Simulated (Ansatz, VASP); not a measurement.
## One calculation of HfB, two programs

```
Hf B
1.0
     0.00000    2.41690    2.41690
     2.41690    0.00000    2.41690
     2.41690    2.41690    0.00000
Hf B
1 1
Direct
  0.50000 0.50000 0.50000
  0.00000 0.00000 0.00000
```

Alike in both runs: functional PBE; k mesh 16 × 16 × 16; occupations gaussian, width 0.1 eV; no spin polarisation.

Ansatz relaxed the structure, and its values are those at the end. VASP's run is a single point on that final structure, the one shown.

|  | VASP | Ansatz |
| --- | --- | --- |
| version | VASP 6.6.1 | Ansatz 0.2.0 |
| potentials or method | VASP PAW PBE potentials, release 64 (Hf_pv, B) | scalar-relativistic, plane waves, PAW |
| plane-wave cutoff (eV) | 520 | 420 |
| valence electrons in the cell | 13 | 29 |

|  | VASP | Ansatz | Ansatz less VASP |
| --- | --- | --- | --- |
| gap on the k mesh at the Fermi level (eV) | none | none | - |
| pressure (GPa) | 0.1 | 0.0 | -0.11 |

A gap of «none» marks a metal or a gap that the smearing closes. The functional is the same, so the differences come from potentials, cutoffs and numerics. The two sets of potentials don't hold the same shells in valence.

The runs have no spin-orbit coupling, so splittings on Hf are missing.
